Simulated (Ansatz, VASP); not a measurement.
## One calculation of F, two programs

```xyz
2
Lattice="0.0000 2.4692 2.4692 2.4692 0.0000 2.4692 2.4692 2.4692 0.0000" Properties=species:S:1:pos:R:3 pbc="T T T"
F     0.0000    0.0000    0.0000
F     1.2346    1.2346    1.2346
```

Change from the starting cell: volume scaled by 1.04.

Alike in both runs: task single point; functional PBE; k mesh 16 × 16 × 16; occupations fermi-dirac, width 0.05 eV; no spin polarisation.

|  | VASP | Ansatz |
| --- | --- | --- |
| version | VASP 6.6.1 | Ansatz 0.2.0 |
| potentials or method | VASP PAW PBE potentials, release 64 (F), cutoff 520 eV | all-electron LAPW, scalar-relativistic |

|  | VASP | Ansatz | Ansatz less VASP |
| --- | --- | --- | --- |
| pressure (GPa) | -1.9 | -1.4 | +0.52 |

Ansatz ran all-electron here, so the differences hold the error of VASP's frozen core and of both bases.
